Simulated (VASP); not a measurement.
## VASP 6.6.1 run: LiBr

INCAR

```
LASPH = .TRUE.
ISMEAR = -1
ENCUT = 520
NBANDS = 12
ISIF = 2
SIGMA = 0.02
IVDW = 21
LREAL = .FALSE.
NELM = 120
NSW = 0
PREC = Accurate
LCHARG = .FALSE.
IBRION = -1
LWAVE = .FALSE.
EDIFF = 1E-7
GGA = PE
```

KPOINTS

```
KPOINTS created by Atomic Simulation Environment
0
Gamma
8 8 8
0 0 0
```

POSCAR

```
Li Br
 1.0000000000000000
     0.0000000000000000    2.7395650435869427    2.7395650435869427
     2.7395650435869427    0.0000000000000000    2.7395650435869427
     2.7395650435869427    2.7395650435869427    0.0000000000000000
 Li  Br
   1   1
Cartesian
  0.0000000000000000  0.0000000000000000 -0.0000000000000000
  2.7395650435869432  2.7395650435869432  2.7395650435869432
```

The recommended PBE PAW datasets give the neutral cell 10 valence electrons.

Command

```
mpirun -np 1 vasp_std
```

OSZICAR

```
N       E                     dE             d eps       ncg     rms          rms(c)
DAV:   1     0.406582983098E+02    0.40658E+02   -0.39694E+03   696   0.762E+02
DAV:   2    -0.401834563542E+01   -0.44677E+02   -0.42686E+02   872   0.133E+02
DAV:   3    -0.660637174123E+01   -0.25880E+01   -0.25806E+01   940   0.335E+01
DAV:   4    -0.667037255271E+01   -0.64001E-01   -0.63981E-01   940   0.517E+00
DAV:   5    -0.667078464600E+01   -0.41209E-03   -0.41209E-03   880   0.432E-01    0.195E+00
DAV:   6    -0.663867665571E+01    0.32108E-01   -0.61225E-02   864   0.115E+00    0.120E+00
DAV:   7    -0.664104551730E+01   -0.23689E-02   -0.38876E-02   976   0.102E+00    0.434E-01
DAV:   8    -0.664337673829E+01   -0.23312E-02   -0.41518E-03   812   0.405E-01    0.608E-02
DAV:   9    -0.664336995522E+01    0.67831E-05   -0.10103E-04   840   0.710E-02    0.249E-02
DAV:  10    -0.664339330300E+01   -0.23348E-04   -0.49474E-05   800   0.453E-02    0.135E-02
DAV:  11    -0.664339747170E+01   -0.41687E-05   -0.52152E-06   888   0.130E-02    0.415E-03
DAV:  12    -0.664339756360E+01   -0.91905E-07   -0.28241E-07   832   0.372E-03
   1 F= -.67850850E+01 E0= -.67850850E+01  d E =-.104083E-11
```

From OUTCAR

```
k-points           NKPTS =     29   k-points in BZ     NKDIM =     29   number of bands    NBANDS=     12

   NELECT =      10.0000    total number of electrons

   dimension x,y,z NGX =    30 NGY =   30 NGZ =   30
   dimension x,y,z NGXF=    60 NGYF=   60 NGZF=   60

  energy-cutoff  :      520.00
  volume of cell :       41.12
      direct lattice vectors                 reciprocal lattice vectors
     0.000000000  2.739565044  2.739565044    -0.182510724  0.182510724  0.182510724
     2.739565044  0.000000000  2.739565044     0.182510724 -0.182510724  0.182510724
     2.739565044  2.739565044  0.000000000     0.182510724  0.182510724 -0.182510724

 k-points in reciprocal lattice and weights: KPOINTS created by Atomic Simulation Env
   0.00000000  0.00000000  0.00000000       0.002
   0.12500000  0.00000000  0.00000000       0.016
   0.25000000  0.00000000  0.00000000       0.016
   0.37500000  0.00000000  0.00000000       0.016
   0.50000000  0.00000000  0.00000000       0.008
   0.12500000  0.12500000  0.00000000       0.012
   0.25000000  0.12500000  0.00000000       0.047
   0.37500000  0.12500000  0.00000000       0.047
   ...

 E-fermi :   0.8765

 k-point     1 :       0.0000    0.0000    0.0000
  band No.  band energies     occupation
      1     -43.9914      2.00000
      2     -13.0759      2.00000
      3       0.3963      2.00000
      4       0.3963      2.00000
      5       0.3963      2.00000
      6       5.3988      0.00000
      7      10.9063      0.00000
      8      10.9063      0.00000
      9      10.9063      0.00000
     10      12.6898      0.00000
     11      12.6899      0.00000
     12      12.6899      0.00000

 k-point     2 :       0.1250    0.0000    0.0000
  band No.  band energies     occupation
      1     -43.9914      2.00000
      2     -13.0108      2.00000
      3      -0.1969      2.00000
      4       0.3531      2.00000
      5       0.3531      2.00000
      6       5.9243      0.00000
      7      10.1720      0.00000
      8      10.7341      0.00000
      9      10.7341      0.00000
     10      11.8330      0.00000
     11      11.8330      0.00000
     12      13.0590      0.00000

 k-point     3 :       0.2500    0.0000    0.0000
  band No.  band energies     occupation
      1     -43.9910      2.00000
      2     -12.8459      2.00000
      3      -1.3042      2.00000
      4       0.2550      2.00000
      5       0.2550      2.00000
      6       6.4028      0.00000
      7       9.6032      0.00000
      8       9.6032      0.00000
      9      10.1843      0.00000
     10      12.7711      0.00000
     11      12.7711      0.00000
     12      13.4392      0.00000

 k-point     4 :       0.3750    0.0000    0.0000
  band No.  band energies     occupation
      1     -43.9906      2.00000
      2     -12.6683      2.00000
      3      -2.1953      2.00000
      4       0.1647      2.00000
      5       0.1647      2.00000
      6       6.1844      0.00000
      7       8.7853      0.00000
      8       8.7853      0.00000
      9      11.4840      0.00000
     10      13.9217      0.00000
     11      14.5401      0.00000
     12      14.5401      0.00000

 ...

  Total       0.07227     0.07227     0.07227    -0.00000    -0.00000    -0.00000
  in kB       2.81557     2.81557     2.81557    -0.00000    -0.00000    -0.00000
  external pressure =        2.82 kB  Pullay stress =        0.00 kB

 POSITION                                       TOTAL-FORCE (eV/Angst)
 -----------------------------------------------------------------------------------
      0.00000      0.00000      0.00000        -0.000000      0.000000      0.000000
      2.73957      2.73957      2.73957         0.000000     -0.000000     -0.000000
 -----------------------------------------------------------------------------------
    total drift:                               -0.000000     -0.000000      0.000000

  FREE ENERGIE OF THE ION-ELECTRON SYSTEM (eV)
  ---------------------------------------------------
  free  energy   TOTEN  =        -6.7850849993 eV

  energy  without entropy=       -6.7850849993  energy(sigma->0) =       -6.78508500
```

It converged. Results: gap between bands v and c on the k mesh 5.00 eV; least direct gap on the k mesh 5.00 eV; pressure 0.3 GPa. Band v is the last that the valence electrons fill when counted band by band, and c is the next.

For comparison, a separate PBE run of the intended cell, on usual settings and not on those above, gives a gap of 5.00 eV on its mesh and a pressure of 0.4 GPa.

The run above took about 98 s on one core of a shared host (Intel Xeon Platinum 8488C) and held 0.17 GiB at most.
